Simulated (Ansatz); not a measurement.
# ZnSe (Stilleite) (F-43m) in Ansatz: further runs

One crystal, ZnSe (Stilleite), is run at these levels: RPBE, revPBE; tasks: band structure, single point, equation of state.

Everything below comes from runs of Ansatz 0.2.0. Logs are shortened: lines on timing, memory, paths and dates and some standing lists are left out, and cuts for length are marked.

**What was measured.**

From “Alloy Disordering Effects on the Thermal Conductivity and Energy Gap Temperature Dependence of Cd1−xZnxSe Ternary Crystals Grown by the Bridgman Method”, 2023, pmc:10253836, for a bulk crystal of ZnSe at 300 K: band gap 2.695 ± 0.003 eV (an exciton energy, a little under the gap).

The runs below are set against these values where they give the same quantity.

## (1) Starting point

It takes space group F-43m (No. 216, cubic). The conventional cell has a = 5.668 Å, b = 5.668 Å, c = 5.668 Å, α = 90.00°, β = 90.00°, γ = 90.00°. Se (site symmetry -43m) has 4 Zn at 2.45 Å as nearest neighbours. Around Zn (site symmetry -43m) lie 4 Se at 2.45 Å.

## (2) Band structure, RPBE

File input.yaml:

```yaml
crystal:
  lattice:
    - [0.0, 2.8338, 2.8338]
    - [2.8338, 0.0, 2.8338]
    - [2.8338, 2.8338, 0.0]
  atoms:
    - { symbol: Se, position: [0.75, 0.75, 0.75] }
    - { symbol: Zn, position: [0.0, 0.0, 0.0] }
hamiltonian:
  xc: rpbe
  pseudopotentials: { kind: paw }
kpoints:
  mp_grid: { grid: [8, 8, 8] }
  band_path:
    path:
      - [[0.0, 0.0, 0.0], [0.5, 0.0, 0.5], [0.5, 0.25, 0.75], [0.375, 0.375, 0.75], [0.0, 0.0, 0.0], [0.5, 0.5, 0.5], [0.625, 0.25, 0.625], [0.5, 0.25, 0.75], [0.5, 0.5, 0.5], [0.375, 0.375, 0.75]]
      - [[0.625, 0.25, 0.625], [0.5, 0.0, 0.5]]
    npoints: 14
scf:
  occupations: { method: fermi_dirac, width: 0.05 }
  n_extra_bands: 6
output:
  forces: true
  stress: true
  eigenvalues: true
  fatbands: false
```

Potentials or basis: Ansatz PAW.

The run is started by

```
$ ansatz run input.yaml --threads 2 --pin off --max-ram 5120MiB --backend cpu --events-out ev --progress --plain --runs-dir out
```

Log:

```text
Warning: RAYON_NUM_THREADS=2 ignored (pool sized by the plan → 2); use --threads N
scf.n_extra_bands = 6 over 14 filled bands (N_el = 28.0): the run solves 20 bands
Engine: ansatz 0.2.0, x86_64-unknown-linux-gnu
Pseudopotentials: kind: paw
Pseudopotential: Se, paw, valence charge 16, recommended cutoff 420 eV (normal), Se.paw.azcp
Pseudopotential: Zn, paw, valence charge 12, recommended cutoff 420 eV (normal), Zn.paw.azcp
Functional definition: RPBE
  parameter kappa = 0.804
  parameter beta = 0.06672455060314922
  exchange = rpbe_x(kappa = kappa, mu = beta*pi^2/3)
  correlation = pbe_c(beta = beta)
Crystal: 2 atoms, lattice volume = 45.513 Å³
Basis set: ecut = 420 eV, 893 PW (Γ), exchange–correlation on 54×54×54 points (8 copies of the dense FFT grid, shifted against one another)
Bands: 20, of which v1, the nominal top of the filled ones, is band 14 counted from 1 (13 counted from 0)
Symmetry: 24 space group operations
Space group: F-43m (ITA 216), of the structure as read, at distance tolerance 3.6e-5 Å
k-points: 29 of 512 (time reversal used)
Non-local potential: Se, projectors of the file, l = 0: 2, l = 1: 2, l = 2: 3, l = 3: 1
Non-local potential: Zn, projectors of the file, l = 0: 2, l = 1: 2, l = 2: 3, l = 3: 1
PAW form: soft (Blöchl's): semilocal exchange-correlation on the pseudo side does not see the compensation charge
PAW frozen core: Se, regenerated for the run's functional, and the local potential with it (the file was generated under x = pbe(κ = 0.804, μ = 0.2195149727645171), c = pbe(β = 0.06672455060314922))
PAW frozen core: Zn, regenerated for the run's functional, and the local potential with it (the file was generated under x = pbe(κ = 0.804, μ = 0.2195149727645171), c = pbe(β = 0.06672455060314922))
PAW one-centre angular grid: Se, 590 points (default); XC on 64 Gauss nodes
PAW one-centre angular grid: Zn, 590 points (default); XC on 64 Gauss nodes
Initial density: superposition of atomic densities (neutral atoms: chi_scale 0, normalization atom), corrected by the library's trained network
Initial wavefunctions: pseudopotential atomic-orbital guess
Functional: x = rpbe, c = pbe(β = 0.06672455060314922)
SCF iter   1: F=—  HF=-8800.985302 eV  |F-HF|=—  |Δ(HF+E_count)|=         —  Δρ=3.35e-3  dr2=2.35e-3  ethr=1.77e-3  ⟨swp⟩=5.6  Hψ=2840  notcnv=0  defer=1
preconditioner: auto → none  [insulator: Δε(μ)=1.454 eV  Ē_g=13.715 eV  σ=0.050 eV  W_gap=1.00  n_scr=14 (ndim 8)  ℏωp=23.4 eV  f_vac=0.121  D(μ)=0.00/eV (n_scr^D=0)  ε∞_Penn≈3.9]
SCF iter   2: F=—  HF=-8800.984910 eV  |F-HF|=—  |Δ(HF+E_count)|=   3.92e-4  Δρ=1.55e-3  dr2=7.43e-4  ethr=8.39e-6  ⟨swp⟩=2.7  Hψ=1309  notcnv=0  defer=39
SCF iter   3: F=—  HF=-8800.984574 eV  |F-HF|=—  |Δ(HF+E_count)|=   3.36e-4  Δρ=6.75e-4  dr2=9.62e-5  ethr=2.65e-6  ⟨swp⟩=2.0  Hψ=768  notcnv=0  defer=39
SCF iter   4: F=—  HF=-8800.984630 eV  |F-HF|=—  |Δ(HF+E_count)|=   5.59e-5  Δρ=1.69e-4  dr2=1.37e-5  ethr=3.44e-7  ⟨swp⟩=2.9  Hψ=930  notcnv=0  defer=39
SCF iter   5: F=—  HF=-8800.984633 eV  |F-HF|=—  |Δ(HF+E_count)|=   3.00e-6  Δρ=3.82e-5  dr2=7.32e-7  ethr=4.90e-8  ⟨swp⟩=2.9  Hψ=936  notcnv=0  defer=39
SCF iter   6: F=-8800.984633 eV  HF=-8800.984633 eV  |F-HF|=2.49e-8  |Δ(HF+E_count)|=   7.87e-8  Δρ=9.54e-6  dr2=2.77e-8  ethr=3.57e-10  ⟨swp⟩=8.1  Hψ=2921  notcnv=0
SCF 1 converged in 6 iterations: F = -8800.984633 eV  dr2 = 2.77e-8
NSCF: frozen V_eff on 142 k-points
SCF converged after 6 iterations
Free energy (F): -8800.984633 eV
Harris-Foulkes:  -8800.984633 eV  (|F-HF|=2.49e-8)
Internal energy: -8800.984633 eV  (E = F + TS)
E sigma→0 (E₀):  -8800.984633 eV
Fermi energy:    7.655730 eV
--- Per-component energies (eV) ---
  E_band       = -376.989712
  E_kinetic    = 250.000787
  E_local      = -4390.257267  (includes V_loc(G=0)·N_el)
  E_nonlocal   = 16.673068
  E_hartree    = 2036.026055
  E_xc         = -242.077471
  E_vxc        = -149.748163  (∫ρ·V_xc dr)
  E_paw        = -3750.057481  (= ΣΔE_a)
  E_vpaw       = -175.717589  (= ΣTr[D̂ρ^β])
  E_aug_tail   = -0.000885  (compensation charges beyond the density's cutoff)
  E_ewald      = -2720.942845
  E_core_change = -0.348594  (= ΣΔE_core)
  E_smearing   = -0.000000  (= −TS)
  E_closure    = -0.000000  (closes the sum)
  Σ components = -8800.984633   (vs F -8800.984633, Δ=0.00e0)
--- Forces (eV/Å), atoms counted from 1 ---
  atom   1  Se     0.00000000    -0.00000000    -0.00000000
  atom   2  Zn    -0.00000000     0.00000000    -0.00000000
  max |Σ_I F_I| component: 1.76e-16 eV/Å
--- Stress (GPa, compression-positive) ---
        4.352791      -0.000000      -0.000000
       -0.000000       4.352791       0.000000
       -0.000000       0.000000       4.352791
  P = ⅓ Tr σ = 4.3528 GPa (43.528 kbar)
--- Band table (eV; the first three rows and the last of 29) ---
  k-point 0: bands = ["-39.8966", "-39.8966", "-39.8966", "-39.8922", "-39.8922", "-6.3271", "0.3911", "0.3911", "0.3911", "0.7653", "0.7653", "6.8940", "6.8940", "6.8940", "8.3481", "12.7622", "12.7622", "12.7622", "17.0674", "18.3778"]
  k-point 1: bands = ["-39.8966", "-39.8966", "-39.8966", "-39.8922", "-39.8922", "-6.2269", "0.3989", "0.4069", "0.4069", "0.7639", "0.7639", "5.6181", "6.7434", "6.7434", "9.2943", "12.7315", "13.0150", "13.0150", "17.6292", "17.6292"]
  k-point 2: bands = ["-39.8966", "-39.8965", "-39.8965", "-39.8922", "-39.8922", "-5.9669", "0.4420", "0.4420", "0.4564", "0.7655", "0.7655", "3.8963", "6.4208", "6.4208", "9.7634", "13.3945", "13.3945", "13.5852", "17.4011", "17.4011"]
  k-point 28: bands = ["-39.8965", "-39.8965", "-39.8962", "-39.8922", "-39.8921", "-5.2704", "0.5106", "0.6009", "0.7323", "0.7356", "1.0651", "2.2508", "4.1658", "4.2656", "12.5016", "12.5040", "13.9682", "14.7394", "18.7282", "20.7426"]
```

bands.tsv:

```text
# k_distance	band_0	band_1	band_2	band_3	band_4	band_5	band_6	band_7	band_8	band_9	band_10	band_11	band_12	band_13	band_14	band_15	band_16	band_17	band_18	band_19
# fermi_ev = 7.655730
[... 158 lines left out ...]
7.060424	-47.552482	-47.551959	-47.551957	-47.547984	-47.547719	-12.930927	-7.225455	-7.011229	-7.010052	-6.842857	-6.705859	-5.467412	-2.967761	-2.923160	2.411328	2.843263	10.029241	10.502733	10.590140	13.143050
7.088421	-47.552485	-47.551957	-47.551956	-47.547985	-47.547718	-12.931010	-7.227079	-7.010496	-7.010214	-6.842330	-6.708240	-5.468361	-2.940835	-2.929553	2.384240	2.813903	10.109677	10.562812	10.587577	13.168097
7.116417	-47.552485	-47.551956	-47.551956	-47.547985	-47.547717	-12.931027	-7.227627	-7.010252	-7.010252	-6.842146	-6.709029	-5.468678	-2.931687	-2.931687	2.374651	2.804559	10.139771	10.583494	10.583494	13.174503
```

It took 14 s on 2 threads of Intel Xeon at 2.50GHz (Skylake/Cascade Lake), shared host; peak memory 0.35 GiB.

What came out:

```
Free energy             : -8800.9846 eV
Pressure                : 4.4 GPa
Band gap on the k mesh  : 1.45 eV, direct
Band gap along the path : 1.45 eV, direct
```

Levels at the corners of the path, in eV from the valence-band top:
```tsv
point	band 11	band 12	band 13	band 14	band 15	band 16	band 17	band 18
Γ	-6.13	0.00	0.00	0.00	1.45	5.87	5.87	5.87
X	-5.95	-4.71	-2.17	-2.17	3.14	3.57	10.90	11.35
W	-5.83	-4.64	-2.73	-2.63	5.61	5.61	7.07	7.85
K	-5.86	-4.67	-3.05	-1.78	3.71	5.69	9.18	9.34
Γ	-6.13	0.00	0.00	0.00	1.45	5.87	5.87	5.87
L	-5.97	-5.18	-0.86	-0.86	2.67	6.45	6.45	8.77
U	-5.86	-4.67	-3.05	-1.78	3.71	5.69	9.18	9.34
W	-5.83	-4.64	-2.73	-2.63	5.61	5.61	7.07	7.85
L	-5.97	-5.18	-0.86	-0.86	2.67	6.45	6.45	8.77
K	-5.86	-4.67	-3.05	-1.78	3.71	5.69	9.18	9.34
U	-5.86	-4.67	-3.05	-1.78	3.71	5.69	9.18	9.34
X	-5.95	-4.71	-2.17	-2.17	3.14	3.57	10.90	11.35
```

Caveat: the PAW data sets come from PBE, with cores solved anew for the run's functional, which leaves a small shift of forces and pressure.

## (3) Single point, revPBE, 21.39 Å³/atom (volume scaled by 0.94)

File input.yaml:

```yaml
crystal:
  lattice:
    - [0.0, 2.7759511149, 2.7759511149]
    - [2.7759511149, 0.0, 2.7759511149]
    - [2.7759511149, 2.7759511149, 0.0]
  atoms:
    - { symbol: Se, position: [0.75, 0.75, 0.75] }
    - { symbol: Zn, position: [0.0, 0.0, 0.0] }
hamiltonian:
  xc: revpbe
  pseudopotentials: { kind: paw }
kpoints:
  mp_grid: { grid: [8, 8, 8] }
scf:
  occupations: { method: fermi_dirac, width: 0.05 }
output:
  forces: true
  stress: true
  eigenvalues: true
```

Potentials or basis: Ansatz PAW.

The run is started by

```
$ ansatz run input.yaml --threads 2 --pin off --max-ram 5120MiB --backend cpu --events-out ev --progress --plain --runs-dir out
```

It took 4.7 s on 2 threads of Intel Xeon at 2.50GHz (Skylake/Cascade Lake), shared host; peak memory 0.35 GiB.

Results (log left out):

* Free energy: -8797.5898 eV
* Pressure: 8.6 GPa
* Band gap on the k mesh: 1.66 eV, direct

Caveat: the PAW data sets come from PBE, with cores solved anew for the run's functional, which leaves a small shift of forces and pressure.

## (4) Single point, revPBE, 21.85 Å³/atom (volume scaled by 0.96)

input.yaml: that of step 3 with these lines changed.

```diff
@@ -2,5 +2,5 @@
   lattice:
-    - [0.0, 2.7759511149, 2.7759511149]
-    - [2.7759511149, 0.0, 2.7759511149]
-    - [2.7759511149, 2.7759511149, 0.0]
+    - [0.0, 2.7955007105, 2.7955007105]
+    - [2.7955007105, 0.0, 2.7955007105]
+    - [2.7955007105, 2.7955007105, 0.0]
   atoms:
@@ -19 +19,5 @@
   eigenvalues: true
+  write_density: true
+  write_potential: true
+  elf: true
+  volumetric_format: npy
```

The run is started by

```
$ ansatz run input.yaml --threads 2 --pin off --max-ram 5120MiB --backend cpu --events-out ev --progress --plain --runs-dir out
```

Wall time 6.7 s (2 threads of Intel Xeon at 2.50GHz (Skylake/Cascade Lake), shared host); peak memory 0.36 GiB.

The run converged. Its results:

```yaml
Free_energy: -8797.6333 eV
Pressure: 6.8 GPa
Band_gap_on_the_k_mesh: 1.57 eV, direct
```

Caveat: the PAW data sets come from PBE, with cores solved anew for the run's functional, which leaves a small shift of forces and pressure.

## (5) Single point, revPBE, 22.30 Å³/atom (volume scaled by 0.98)

File input.yaml:

```yaml
crystal:
  lattice:
    - [0.0, 2.814780635, 2.814780635]
    - [2.814780635, 0.0, 2.814780635]
    - [2.814780635, 2.814780635, 0.0]
  atoms:
    - { symbol: Se, position: [0.75, 0.75, 0.75] }
    - { symbol: Zn, position: [0.0, 0.0, 0.0] }
hamiltonian:
  xc: revpbe
  pseudopotentials: { kind: paw }
kpoints:
  mp_grid: { grid: [8, 8, 8] }
scf:
  occupations: { method: fermi_dirac, width: 0.05 }
output:
  forces: true
  stress: true
  eigenvalues: true
```

The run is started by

```
$ ansatz run input.yaml --threads 2 --pin off --max-ram 5120MiB --backend cpu --events-out ev --progress --plain --runs-dir out
```

Wall time 5.9 s (2 threads of Intel Xeon at 2.50GHz (Skylake/Cascade Lake), shared host); peak memory 0.35 GiB.

Results (log left out):

```yaml
Free_energy: -8797.6671 eV
Pressure: 5.2 GPa
Band_gap_on_the_k_mesh: 1.49 eV, direct
```

Caveat: the PAW data sets come from PBE, with cores solved anew for the run's functional, which leaves a small shift of forces and pressure.

## (6) Single point, revPBE, 22.76 Å³/atom

input.yaml: that of step 5 with these lines changed.

```diff
@@ -2,5 +2,5 @@
   lattice:
-    - [0.0, 2.814780635, 2.814780635]
-    - [2.814780635, 0.0, 2.814780635]
-    - [2.814780635, 2.814780635, 0.0]
+    - [0.0, 2.8338, 2.8338]
+    - [2.8338, 0.0, 2.8338]
+    - [2.8338, 2.8338, 0.0]
   atoms:
@@ -19 +19,5 @@
   eigenvalues: true
+  write_density: true
+  write_potential: true
+  elf: true
+  volumetric_format: npy
```

Potentials or basis: Ansatz PAW.

The run is started by

```
$ ansatz run input.yaml --threads 2 --pin off --max-ram 5120MiB --backend cpu --events-out ev --progress --plain --runs-dir out
```

It took 9.2 s on 2 threads of Intel Xeon at 2.50GHz (Skylake/Cascade Lake), shared host; peak memory 0.36 GiB.

The run converged. Its results:

| Property | Result |
| --- | --- |
| Free energy | -8797.6924 eV |
| Pressure | 3.7 GPa |
| Band gap on the k mesh | 1.41 eV, direct |

Caveat: the PAW data sets come from PBE, with cores solved anew for the run's functional, which leaves a small shift of forces and pressure.

## (7) Single point, revPBE, 23.21 Å³/atom (volume scaled by 1.02)

input.yaml: that of step 6 with these lines changed.

```diff
@@ -2,5 +2,5 @@
   lattice:
-    - [0.0, 2.8338, 2.8338]
-    - [2.8338, 0.0, 2.8338]
-    - [2.8338, 2.8338, 0.0]
+    - [0.0, 2.8525674344, 2.8525674344]
+    - [2.8525674344, 0.0, 2.8525674344]
+    - [2.8525674344, 2.8525674344, 0.0]
   atoms:
```

The run is started by

```
$ ansatz run input.yaml --threads 2 --pin off --max-ram 5120MiB --backend cpu --events-out ev --progress --plain --runs-dir out
```

Wall time 8.8 s (2 threads of Intel Xeon at 2.50GHz (Skylake/Cascade Lake), shared host); peak memory 0.36 GiB.

It converged, with:

| Quantity | Value |
| --- | --- |
| Free energy | -8797.7099 eV |
| Pressure | 2.4 GPa |
| Band gap on the k mesh | 1.33 eV, direct |

Caveat: the PAW data sets come from PBE, with cores solved anew for the run's functional, which leaves a small shift of forces and pressure.

## (8) Single point, revPBE, 23.67 Å³/atom (volume scaled by 1.04)

File input.yaml:

```yaml
crystal:
  lattice:
    - [0.0, 2.8710911185, 2.8710911185]
    - [2.8710911185, 0.0, 2.8710911185]
    - [2.8710911185, 2.8710911185, 0.0]
  atoms:
    - { symbol: Se, position: [0.75, 0.75, 0.75] }
    - { symbol: Zn, position: [0.0, 0.0, 0.0] }
hamiltonian:
  xc: revpbe
  pseudopotentials: { kind: paw }
kpoints:
  mp_grid: { grid: [8, 8, 8] }
scf:
  occupations: { method: fermi_dirac, width: 0.05 }
output:
  forces: true
  stress: true
  eigenvalues: true
```

The run is started by

```
$ ansatz run input.yaml --threads 2 --pin off --max-ram 5120MiB --backend cpu --events-out ev --progress --plain --runs-dir out
```

Wall time 5.7 s (2 threads of Intel Xeon at 2.50GHz (Skylake/Cascade Lake), shared host); peak memory 0.35 GiB.

The run converged. Its results:

```yaml
Free_energy: -8797.7204 eV
Pressure: 1.3 GPa
Band_gap_on_the_k_mesh: 1.26 eV, direct
```

Caveat: the PAW data sets come from PBE, with cores solved anew for the run's functional, which leaves a small shift of forces and pressure.

## (9) Single point, revPBE, 24.12 Å³/atom (volume scaled by 1.06)

input.yaml: that of step 8 with these lines changed.

```diff
@@ -2,5 +2,5 @@
   lattice:
-    - [0.0, 2.8710911185, 2.8710911185]
-    - [2.8710911185, 0.0, 2.8710911185]
-    - [2.8710911185, 2.8710911185, 0.0]
+    - [0.0, 2.8893788162, 2.8893788162]
+    - [2.8893788162, 0.0, 2.8893788162]
+    - [2.8893788162, 2.8893788162, 0.0]
   atoms:
```

Potentials or basis: Ansatz PAW.

The run is started by

```
$ ansatz run input.yaml --threads 2 --pin off --max-ram 5120MiB --backend cpu --events-out ev --progress --plain --runs-dir out
```

Run time: 5.5 s. Hardware: 2 threads of Intel Xeon at 2.50GHz (Skylake/Cascade Lake), shared host; peak memory 0.36 GiB.

The run converged. Its results:

```yaml
Free_energy: -8797.7246 eV
Pressure: 0.2 GPa
Band_gap_on_the_k_mesh: 1.18 eV, direct
```

Caveat: the PAW data sets come from PBE, with cores solved anew for the run's functional, which leaves a small shift of forces and pressure.

## (10) Equation of state, revPBE

This step only gathers the single runs of the series.

Results:

```
Equilibrium volume : 24.22 Å³/atom (rough: see the caveat)
Bulk modulus       : 52 GPa (rough)
```

Energy against volume, from the lowest point:
| volume (Å³/atom) | energy (meV/atom) |
| --- | --- |
| 21.391 | 67.43 |
| 21.846 | 45.68 |
| 22.301 | 28.74 |
| 22.757 | 16.10 |
| 23.212 | 7.35 |
| 23.667 | 2.10 |
| 24.122 | 0.00 |

Caveat: the potentials were made for another functional, which shifts forces and pressure; the minimum lies outside the volumes run.

## (11) Comparison with measurements

Step 2. Against the measured gap of ZnSe, 2.695 eV (an exciton energy, a little under the gap; 300 K; “Alloy Disordering Effects on the Thermal Conductivity and Energy Gap Temperature Dependence of Cd1−xZnxSe Ternary Crystals Grown by the Bridgman Method”, 2023, pmc:10253836), the calculated 1.45 eV is off by -1.24 eV. Spin-orbit coupling on Se is left out. The value is that of RPBE, without temperature or zero-point motion. Semilocal functionals fall short of measured gaps as a rule.
